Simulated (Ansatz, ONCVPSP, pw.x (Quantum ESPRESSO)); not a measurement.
## What a changed setting does to a pw.x run (fcc Mo)

Potential: optimised norm-conserving Vanderbilt (ONCV), ONCVPSP 4.0.1.1 (patched build), PBE; core [Ar] 3d10, reference 4s2 4p6 4d5 5s0.75; waves: 4s+5s: rc 2.04 bohr, ncon 4, nbas 7, qcut 5.5 1/bohr, 2 projectors; 4p: rc 1.60 bohr, ncon 5, nbas 9, qcut 7.9 1/bohr, 2 projectors, debl 2.9 Ha; 4d: rc 1.95 bohr, ncon 5, nbas 9, qcut 8.6 1/bohr, 2 projectors, debl 3.7 Ha; f scattering state at 0.27 Ha: rc 1.75 bohr, ncon 4, nbas 8, qcut 7.3 1/bohr, 2 projectors, debl 0.4 Ha; local part: polynomial inside 1.45 bohr (lpopt 5, dvloc0 -1 Ha); core correction: none.

The reference run (k-mesh 14³, cutoffs 70/280 Ry, Fermi–Dirac 0.01 Ry, mixing_beta 0.4, conv_thr 1e-9, no spin) gives 0.32 GPa at 16.027 Å³/atom, where all-electron LAPW gives 0.44 GPa. This run, with its own iteration cap, changes k-mesh points per axis to 6.

```
&control
  calculation='scf', prefix='x', pseudo_dir='./', outdir='./tmp', tstress=.true., disk_io='none'
/
&system
  ibrav=0, nat=1, ntyp=1, ecutwfc=70, ecutrho=280, nbnd=15,
  occupations='smearing', smearing='fd', degauss=0.01
/
&electrons
  conv_thr=1e-09, mixing_beta=0.4, electron_maxstep=60
/
ATOMIC_SPECIES
Mo 1.0 Mo.UPF
CELL_PARAMETERS angstrom
  0.00000000 2.00112437 2.00112437
  2.00112437 0.00000000 2.00112437
  2.00112437 2.00112437 0.00000000
ATOMIC_POSITIONS crystal
Mo 0.0000 0.0000 0.0000
K_POINTS automatic
6 6 6 0 0 0
```

```bash
pw.x < Mo.scf.in > Mo.scf.out
```

Question: How does the run end?

Answer: It converges in 9 iterations; the free energy moves by +17.0 meV/atom and the pressure by +0.95 GPa.

```
Message from routine setup:
     using ibrav=0 with symmetry is DISCOURAGED, use correct ibrav instead
     lattice parameter (alat)  =       5.3480  a.u.
     unit-cell volume          =     108.1556 (a.u.)^3
     number of electrons       =        14.00
     number of Kohn-Sham states=           15
     kinetic-energy cutoff     =      70.0000  Ry
     charge density cutoff     =     280.0000  Ry
     scf convergence threshold =      1.0E-09
     Exchange-correlation= PBE
     number of k points=    16  Fermi-Dirac smearing, width (Ry)=  0.0100
     iteration #  1     ecut=    70.00 Ry     beta= 0.40
     total energy              =    -137.28973737 Ry
     estimated scf accuracy    <       0.27267229 Ry
     iteration #  2     ecut=    70.00 Ry     beta= 0.40
     total energy              =    -137.30606835 Ry
     estimated scf accuracy    <       0.02288484 Ry
     iteration #  3     ecut=    70.00 Ry     beta= 0.40
     total energy              =    -137.30994907 Ry
     estimated scf accuracy    <       0.00118019 Ry
     iteration #  4     ecut=    70.00 Ry     beta= 0.40
     total energy              =    -137.31000748 Ry
     estimated scf accuracy    <       0.00023765 Ry
     iteration #  5     ecut=    70.00 Ry     beta= 0.40
     total energy              =    -137.31005213 Ry
     estimated scf accuracy    <       0.00000155 Ry
     iteration #  6     ecut=    70.00 Ry     beta= 0.40
     total energy              =    -137.31005266 Ry
     estimated scf accuracy    <       0.00000022 Ry
     iteration #  7     ecut=    70.00 Ry     beta= 0.40
     total energy              =    -137.31005267 Ry
     estimated scf accuracy    <       0.00000002 Ry
     iteration #  8     ecut=    70.00 Ry     beta= 0.40
     total energy              =    -137.31005267 Ry
     estimated scf accuracy    <          5.1E-09 Ry
     iteration #  9     ecut=    70.00 Ry     beta= 0.40
     the Fermi energy is    20.2029 ev
!    total energy              =    -137.31005267 Ry
     estimated scf accuracy    <          9.6E-11 Ry
     smearing contrib. (-TS)   =      -0.00642146 Ry
     The total energy is F=E-TS. E is the sum of the following terms:
     one-electron contribution =     -21.65452618 Ry
     hartree contribution      =      18.86855134 Ry
     xc contribution           =     -15.70043192 Ry
     ewald contribution        =    -118.81722445 Ry
     convergence has been achieved in   9 iterations
          total   stress  (Ry/bohr**3)                   (kbar)     P=       12.64
     Message from routine punch:
     Nothing written, as per user request (disk_io='none')
```

The run took about 6.9 s on one core of a shared host (Neoverse-N1, 64 threads, 124 GiB, load 43).
